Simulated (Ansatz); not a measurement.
A (110) slab of Mo (Im-3m (No. 229)), 5 planes, outer planes Mo (top) and Mo (bottom), with 5 atoms (Mo5) in a surface cell of A = 6.924 Å², as cut from the bulk:

```
Mo
1.0
     2.71006    0.00000    0.00000
    -0.90335    2.55507    0.00000
     0.00000    0.00000   23.85102
Mo
5
Direct
  0.50000 0.50000 0.31445
  0.00000 0.00000 0.40723
  0.50000 0.50000 0.50000
  0.00000 0.00000 0.59277
  0.50000 0.50000 0.68555
```

Level of theory: Ansatz, DFT PBEsol, scalar-relativistic, plane waves, PAW. Settings: cutoff 420 eV, Γ-centred mesh 13×13×1 on the computed 5-atom cell, Gaussian smearing of 0.10 eV; no spin polarisation. The cell repeats along c with a dipole correction in the vacuum.

Against the same 5 atoms in the bulk, the slab as cut lies 2.807 eV higher and the relaxed slab 2.733 eV higher.

**Question.** Work out the surface energy before and after relaxation.

**Answer.** The slab has two faces, so γ = (E_slab − N·E_bulk)/(2A), the mean of both. As cut: 2.807/(2 × 6.924) = 0.2027 eV/Å², and 1 eV/Å² = 16.02 J/m², so γ = 3.25 J/m². Relaxed: 2.733/(2 × 6.924) = 0.1974 eV/Å² = 3.16 J/m². Relaxation recovers 3 % of the cost of cutting.

**Question.** What is the ideal work of this cut, per area?

**Answer.** Griffith's ideal work is 2γ: 6.49 J/m² if the new faces stay rigid, 6.32 J/m² if they relax. One thickness was run, 5 planes, so γ can still shift with it.